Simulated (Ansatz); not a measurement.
# Potassium, dhcp under LDA: ground state and equation of state, part 2 of 2

What does LDA give for potassium in the dhcp structure? We relax it, solve it on a dense k-mesh, then scale the cell to 7 volumes from 88 to 112 % of the relaxed one and try a fit of the equation of state. Spin polarisation is left out. The k-meshes are 8×8×2 for the relaxation; 11×11×3 for the dense run; 9×9×3 for the volumes.

Ansatz 0.2.0; DFT, LDA (PW92), plane waves (420 eV) with PAW, scalar-relativistic. The steps go on from the part before.

### Step 6. At 96 % of the relaxed volume

File input.yaml:

```yaml
crystal:
  lattice:
    - [4.446990174, 0.0, 0.0]
    - [-2.223495087, 3.8512064611, 0.0]
    - [0.0, 0.0, 14.4937279611]
  atoms:
    - { symbol: K, position: [1.0, 1.0, 1.0] }
    - { symbol: K, position: [1.0, 1.0, 0.5] }
    - { symbol: K, position: [0.3333333333, 0.6666666667, 0.25] }
    - { symbol: K, position: [0.6666666667, 0.3333333333, 0.75] }
hamiltonian:
  xc: lda
  pseudopotentials:
    kind: paw
    azcp:
      K: "pseudopotentials/K.paw.azcp"
basis:
  ecutwfc: 420
  fft_grid_basis: typed
kpoints:
  mp_grid: { grid: [9, 9, 3], shift: [0, 0, 0] }
magnetization:
  spin_polarized: false
scf:
  occupations: { method: fermi_dirac, width: 0.1 }
  lower_state_search: "off"
output:
  stress: true
```

Log, shortened:

```text
Warning: <dir> the record states the generating functional pbe (its physics header spells it `PBE`), which answers neither for hamiltonian.xc's functional nor for the lda family's — results may be inconsistent (PPs are generated against a specific XC)
Warning: RAYON_NUM_THREADS=2 ignored (pool sized by the plan → 2); use --threads N
[...]
Pseudopotentials: kind: paw
Pseudopotential: K, paw, valence charge 9, recommended cutoff 420 eV (normal), <dir>
Functional definition: SPW92
[...]
Crystal: 4 atoms, lattice volume = 248.224 Å³
Basis set: ecut = 420 eV, 4891 PW (Γ)
Bands: 22, of which v1, the nominal top of the filled ones, is band 18 counted from 1 (17 counted from 0)
Symmetry: 24 space group operations
Space group: P63/mmc (ITA 194), of the structure as read, at distance tolerance 6.3e-5 Å
k-points: 24 of 243
[...]
SCF iter   1: F=—  HF=-5985.048171 eV  |F-HF|=—  |Δ(HF+E_count)|=         —  Δρ=3.48e-3  dr2=9.21e-3  ethr=1.77e-3  ⟨swp⟩=6.7  Hψ=2558  notcnv=0
[...]
SCF iter   6: F=-5985.047893 eV  HF=-5985.047893 eV  |F-HF|=1.91e-8  |Δ(HF+E_count)|=   2.88e-7  Δρ=3.11e-6  dr2=4.86e-8  ethr=2.78e-10  ⟨swp⟩=3.0  Hψ=2011  notcnv=0
[...]
SCF converged after 6 iterations
Free energy (F): -5985.047893 eV
[...]
E sigma→0 (E₀):  -5984.998732 eV
Entropy (-TS):   -0.098323 eV (-24.581 meV/atom)
Fermi energy:    2.314289 eV
[...]
--- Stress (GPa, compression-positive) ---
        0.151605       0.000000       0.000000
       -0.000000       0.151605       0.000000
        0.000000       0.000000       0.237525
  P = ⅓ Tr σ = 0.1802 GPa (1.802 kbar)
```

It took 2.6 s on 2 threads of an Arm CPU, shared host; peak memory 0.42 GiB.

### Step 7. At 100 % of the relaxed volume

Edit input.yaml of step 6 so:

```diff
@@ -2,5 +2,5 @@
   lattice:
-    - [4.446990174, 0.0, 0.0]
-    - [-2.223495087, 3.8512064611, 0.0]
-    - [0.0, 0.0, 14.4937279611]
+    - [4.5079154185, 0.0, 0.0]
+    - [-2.2539577092, 3.9039692705, 0.0]
+    - [0.0, 0.0, 14.6922968547]
   atoms:
```

Log, shortened:

```text
Warning: <dir> the record states the generating functional pbe (its physics header spells it `PBE`), which answers neither for hamiltonian.xc's functional nor for the lda family's — results may be inconsistent (PPs are generated against a specific XC)
Warning: RAYON_NUM_THREADS=2 ignored (pool sized by the plan → 2); use --threads N
[...]
[... 3 set-up lines as earlier in the session ...]
[...]
Crystal: 4 atoms, lattice volume = 258.566 Å³
Basis set: ecut = 420 eV, 5047 PW (Γ)
Bands: 22, of which v1, the nominal top of the filled ones, is band 18 counted from 1 (17 counted from 0)
[... 2 set-up lines as earlier in the session ...]
k-points: 24 of 243
[...]
SCF iter   1: F=—  HF=-5985.053344 eV  |F-HF|=—  |Δ(HF+E_count)|=         —  Δρ=3.40e-3  dr2=9.19e-3  ethr=1.77e-3  ⟨swp⟩=6.7  Hψ=2556  notcnv=0
[...]
SCF iter   6: F=-5985.053131 eV  HF=-5985.053131 eV  |F-HF|=1.84e-8  |Δ(HF+E_count)|=   2.61e-7  Δρ=2.89e-6  dr2=4.65e-8  ethr=2.78e-10  ⟨swp⟩=3.0  Hψ=1996  notcnv=0
[...]
SCF converged after 6 iterations
Free energy (F): -5985.053131 eV
[...]
E sigma→0 (E₀):  -5985.003267 eV
Entropy (-TS):   -0.099726 eV (-24.932 meV/atom)
Fermi energy:    2.123253 eV
[...]
--- Stress (GPa, compression-positive) ---
       -0.037807       0.000000       0.000000
        0.000000      -0.037807      -0.000000
        0.000000      -0.000000       0.040154
  P = ⅓ Tr σ = -0.0118 GPa (-0.118 kbar)
```

Run time: 2.7 s. Hardware: 2 threads of an Arm CPU, shared host; peak memory 0.43 GiB.

### Step 8. At 104 % of the relaxed volume

Edit input.yaml of step 7 so:

```diff
@@ -2,5 +2,5 @@
   lattice:
-    - [4.5079154185, 0.0, 0.0]
-    - [-2.2539577092, 3.9039692705, 0.0]
-    - [0.0, 0.0, 14.6922968547]
+    - [4.5672368978, 0.0, 0.0]
+    - [-2.2836184489, 3.9553431786, 0.0]
+    - [0.0, 0.0, 14.8856387221]
   atoms:
```

Log, shortened:

```text
Warning: <dir> the record states the generating functional pbe (its physics header spells it `PBE`), which answers neither for hamiltonian.xc's functional nor for the lda family's — results may be inconsistent (PPs are generated against a specific XC)
Warning: RAYON_NUM_THREADS=2 ignored (pool sized by the plan → 2); use --threads N
[...]
[... 3 set-up lines as earlier in the session ...]
[...]
Crystal: 4 atoms, lattice volume = 268.909 Å³
Basis set: ecut = 420 eV, 5275 PW (Γ)
Bands: 22, of which v1, the nominal top of the filled ones, is band 18 counted from 1 (17 counted from 0)
[... 1 set-up line as earlier in the session ...]
Space group: P63/mmc (ITA 194), of the structure as read, at distance tolerance 6.5e-5 Å
k-points: 24 of 243
[...]
SCF iter   1: F=—  HF=-5985.047343 eV  |F-HF|=—  |Δ(HF+E_count)|=         —  Δρ=3.33e-3  dr2=9.23e-3  ethr=1.77e-3  ⟨swp⟩=6.6  Hψ=2525  notcnv=0
[...]
SCF iter   6: F=-5985.047091 eV  HF=-5985.047091 eV  |F-HF|=2.16e-8  |Δ(HF+E_count)|=   2.36e-7  Δρ=2.80e-6  dr2=4.58e-8  ethr=2.78e-10  ⟨swp⟩=3.0  Hψ=2023  notcnv=0
[...]
SCF converged after 6 iterations
Free energy (F): -5985.047091 eV
[...]
E sigma→0 (E₀):  -5984.996502 eV
Entropy (-TS):   -0.101179 eV (-25.295 meV/atom)
Fermi energy:    1.947682 eV
[...]
--- Stress (GPa, compression-positive) ---
       -0.193816      -0.000000       0.000000
        0.000000      -0.193816       0.000000
        0.000000       0.000000      -0.123092
  P = ⅓ Tr σ = -0.1702 GPa (-1.702 kbar)
```

Run time: 2.8 s. Hardware: 2 threads of an Arm CPU, shared host; peak memory 0.44 GiB.

### Step 9. At 108 % of the relaxed volume

Edit input.yaml of step 8 so:

```diff
@@ -2,5 +2,5 @@
   lattice:
-    - [4.5672368978, 0.0, 0.0]
-    - [-2.2836184489, 3.9553431786, 0.0]
-    - [0.0, 0.0, 14.8856387221]
+    - [4.6250561611, 0.0, 0.0]
+    - [-2.3125280806, 4.0054161295, 0.0]
+    - [0.0, 0.0, 15.0740845338]
   atoms:
@@ -28 +28,5 @@
   stress: true
+  write_density: true
+  write_potential: true
+  elf: true
+  volumetric_format: npy
```

Log, shortened:

```text
Warning: <dir> the record states the generating functional pbe (its physics header spells it `PBE`), which answers neither for hamiltonian.xc's functional nor for the lda family's — results may be inconsistent (PPs are generated against a specific XC)
Warning: RAYON_NUM_THREADS=2 ignored (pool sized by the plan → 2); use --threads N
[...]
[... 3 set-up lines as earlier in the session ...]
[...]
Crystal: 4 atoms, lattice volume = 279.252 Å³
Basis set: ecut = 420 eV, 5529 PW (Γ)
Bands: 22, of which v1, the nominal top of the filled ones, is band 18 counted from 1 (17 counted from 0)
[... 2 set-up lines as earlier in the session ...]
k-points: 24 of 243
[...]
SCF iter   1: F=—  HF=-5985.031802 eV  |F-HF|=—  |Δ(HF+E_count)|=         —  Δρ=3.25e-3  dr2=9.26e-3  ethr=1.77e-3  ⟨swp⟩=6.8  Hψ=2532  notcnv=0
[...]
SCF iter   6: F=-5985.031744 eV  HF=-5985.031744 eV  |F-HF|=2.29e-8  |Δ(HF+E_count)|=   2.10e-7  Δρ=2.72e-6  dr2=4.44e-8  ethr=2.78e-10  ⟨swp⟩=8.8  Hψ=3619  notcnv=0
[...]
SCF converged after 6 iterations
Free energy (F): -5985.031744 eV
[...]
E sigma→0 (E₀):  -5984.980409 eV
Entropy (-TS):   -0.102670 eV (-25.667 meV/atom)
Fermi energy:    1.785819 eV
[...]
--- Stress (GPa, compression-positive) ---
       -0.322473       0.000000       0.000000
        0.000000      -0.322473       0.000000
        0.000000       0.000000      -0.258303
  P = ⅓ Tr σ = -0.3011 GPa (-3.011 kbar)
--- Band table (eV; the first three rows and the last of 24) ---
  k-point 0: bands = ["-30.0537", "-30.0513", "-30.0509", "-30.0485", "-13.7752", "-13.7340", "-13.7333", "-13.7035", "-13.7035", "-13.6977", "-13.6977", "-13.6976", "-13.6976", "-13.6919", "-13.6919", "-13.6914", "-0.4637", "0.2848", "0.2854", "2.0575", "2.4039", "4.5230"]
[...]
```

It took 4.5 s on 2 threads of an Arm CPU, shared host; peak memory 0.46 GiB.

Density in a lattice plane of the grid's cell (edges 4.63 and 15.07 Å, at 0.000 of the third edge), which holds K.

Ten even steps from ' ' (0.02 e/Å³) to '@' (4.19 e/Å³):
```
--..          ..
                
                
                
                
                
                
                
--..          ..
@@**          **
--..          ..
                
                
                
                
                
                
                
--..          ..
@@**          **
```
Columns run along the first of these edges and rows up along the second, over one cell in 8 and 20 even steps from the bottom left corner. Atoms in the plane (fractional): K at (0.00, 0.00), K at (0.00, 0.50).

ELF in the same plane.

Ten even steps from '0' (0.04) to '9' (0.88):
```
98003008
00034300
33311133
54000004
52001002
54000004
33311133
00034300
98003008
59402049
98003008
00034300
33311133
54000004
52001002
54000004
33311133
00034300
98003008
59402049
```
Columns run along the first of these edges and rows up along the second, over one cell in 8 and 20 even steps from the bottom left corner. Atoms in the plane (fractional): K at (0.00, 0.00), K at (0.00, 0.50).

Both are smooth fields of the valence electrons: close to the nuclei they are not physical.

### Step 10. At 112 % of the relaxed volume

Edit input.yaml of step 9 so:

```diff
@@ -2,5 +2,5 @@
   lattice:
-    - [4.6250561611, 0.0, 0.0]
-    - [-2.3125280806, 4.0054161295, 0.0]
-    - [0.0, 0.0, 15.0740845338]
+    - [4.6814648444, 0.0, 0.0]
+    - [-2.3407324222, 4.0542674822, 0.0]
+    - [0.0, 0.0, 15.2579329522]
   atoms:
@@ -28,5 +28 @@
   stress: true
-  write_density: true
-  write_potential: true
-  elf: true
-  volumetric_format: npy
```

Log, shortened:

```text
Warning: <dir> the record states the generating functional pbe (its physics header spells it `PBE`), which answers neither for hamiltonian.xc's functional nor for the lda family's — results may be inconsistent (PPs are generated against a specific XC)
Warning: RAYON_NUM_THREADS=2 ignored (pool sized by the plan → 2); use --threads N
[...]
[... 3 set-up lines as earlier in the session ...]
[...]
Crystal: 4 atoms, lattice volume = 289.594 Å³
Basis set: ecut = 420 eV, 5637 PW (Γ)
Bands: 22, of which v1, the nominal top of the filled ones, is band 18 counted from 1 (17 counted from 0)
[... 2 set-up lines as earlier in the session ...]
k-points: 24 of 243
[...]
SCF iter   1: F=—  HF=-5985.008736 eV  |F-HF|=—  |Δ(HF+E_count)|=         —  Δρ=3.19e-3  dr2=9.32e-3  ethr=1.77e-3  ⟨swp⟩=6.7  Hψ=2492  notcnv=0
[...]
SCF iter   6: F=-5985.008707 eV  HF=-5985.008707 eV  |F-HF|=2.44e-8  |Δ(HF+E_count)|=   2.06e-7  Δρ=2.71e-6  dr2=4.53e-8  ethr=2.78e-10  ⟨swp⟩=3.0  Hψ=2040  notcnv=0
[...]
SCF converged after 6 iterations
Free energy (F): -5985.008707 eV
[...]
E sigma→0 (E₀):  -5984.956610 eV
Entropy (-TS):   -0.104193 eV (-26.048 meV/atom)
Fermi energy:    1.636152 eV
[...]
--- Stress (GPa, compression-positive) ---
       -0.428601      -0.000000      -0.000000
       -0.000000      -0.428601      -0.000000
       -0.000000      -0.000000      -0.370372
  P = ⅓ Tr σ = -0.4092 GPa (-4.092 kbar)
```

Run time: 2.9 s. Hardware: 2 threads of an Arm CPU, shared host; peak memory 0.46 GiB.

### Step 11. Fitting the volumes

The cell was scaled evenly, with its shape and the fractional positions fixed.

```tsv
V (Å³/atom)	E − E₀ (meV/atom)	P from the stress (GPa)	P from the fit (GPa)
56.885	14.4	0.70	0.69
59.470	5.7	0.41	0.40
62.056	1.2	0.18	0.17
64.642	0.0	-0.01	-0.02
67.227	1.7	-0.17	-0.18
69.813	5.7	-0.30	-0.31
72.399	11.7	-0.41	-0.42
```

Fit (Birch-Murnaghan, third order): V₀ = 64.307 Å³/atom, B₀ = 4.4 GPa, B₀′ = 3.8, largest residual 0.01 meV/atom.

### Step 12. Results

What follows sums up all 2 parts.

```
                      quantity                                    value
space group (spins left aside)                       P6_3/mmc (No. 194)
             conventional cell  a = 4.508 Å, c = 14.692 Å (c/a = 3.259)
                        volume                           64.642 Å³/atom
             shortest distance                                  4.502 Å
               gap on the mesh             none (levels filled in part)
                   V₀, B₀, B₀′             64.307 Å³/atom, 4.4 GPa, 3.8
```

**Reading.** The relaxation shrank the cell by 9.4 % in volume. Levels at the Fermi energy are filled in part, as in a metal. B₀ comes out at 4.4 GPa, a soft solid; letting shape and positions relax at each volume could only lower it. The symmetry was held, so the structure may be unstable against distortions that break it.
